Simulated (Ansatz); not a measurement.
TiSe:

```
CELL_PARAMETERS angstrom
3.55900 0.00000 0.00000
-1.77950 3.08218 0.00000
0.00000 0.00000 6.22000
ATOMIC_POSITIONS crystal
Se 0.66667 0.33333 0.75000
Se 0.33333 0.66667 0.25000
Ti 0.00000 0.00000 0.50000
Ti 0.00000 0.00000 0.00000
```

Program: Ansatz 0.2.0. Alike in all runs: task band structure; potentials or basis Ansatz PAW; cell as given; k mesh 9 × 9 × 5; smearing fermi-dirac 0.05 eV.

Task: Order these runs on this cell by their pressure, lowest first.
A. level r2SCAN; spin off; cutoff (eV) 500
B. level LDA; spin off; cutoff (eV) 420
C. level PBEsol; spin SOC, no magnetisation; cutoff (eV) 420

Result: B (-4.0 GPa), C (-0.6 GPa), A (3.8 GPa).

Caveats: the PAW data sets come from PBE, with cores solved anew for the run's functional, which leaves a small shift of forces and pressure.
